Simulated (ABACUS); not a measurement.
**GaP under changes of volume**

One of the cells (20.240 Å³/atom); the others are scaled copies at fixed shape and fractional positions:

```xyz
2
Lattice="0.0000 2.7252 2.7252 2.7252 0.0000 2.7252 2.7252 2.7252 0.0000" Properties=species:S:1:pos:R:3 pbc="T T T"
Ga    0.0000    0.0000    0.0000
P     4.0879    4.0879    4.0879
```

* Program: ABACUS 3.10.1
* Functional: PBE
* Potentials or basis: PseudoDojo NC SR 0.4.1 PBE standard
* Cutoff: 1361 eV
* Density cutoff: 5442 eV
* Basis: TZDP LCAO (the cutoffs set its grid)
* k mesh: 8 × 8 × 8
* Occupations: fermi-dirac, width 0.05 eV
* Spin: no spin polarisation

```csv
volume (Å³/atom),energy over the lowest point (meV/atom),pressure (GPa),gap on the mesh (eV)
19.026,51.60,9.3,1.53
19.431,31.23,6.9,1.58
19.836,16.39,4.8,1.61
20.240,6.52,3.0,1.65
20.645,1.22,1.3,1.61
21.050,0.00,-0.3,1.55
21.455,?,?,?
```

What does the run at 21.455 Å³/atom give?

Energy over the lowest point 2.33 meV/atom; pressure -1.6 GPa; gap on the mesh 1.43 eV.

Worked out: A Birch-Murnaghan fit of order 3 (a polynomial in V^(-2/3)) to the other rows has its minimum at 20.97 Å³/atom with B0 = V·E''(V) = 78 GPa and B' = 3.9. It gives 2.55 meV/atom at 21.455 Å³/atom, against the run's 2.33, and -dE/dV = -1.7 GPa, against -1.6. A parabola through the other rows of the gap, of slope -4.65 eV per unit of ln V there, extrapolates to 1.48 eV, against the run's 1.43.

Energies are extrapolated to zero smearing.

Caveats: the atomic orbitals were generated for these runs and aren't a published set; the basis of atomic orbitals isn't converged, which shifts pressures, moduli and gaps.

A mesh can miss the band edges. Spin-orbit coupling on Ga is left out.
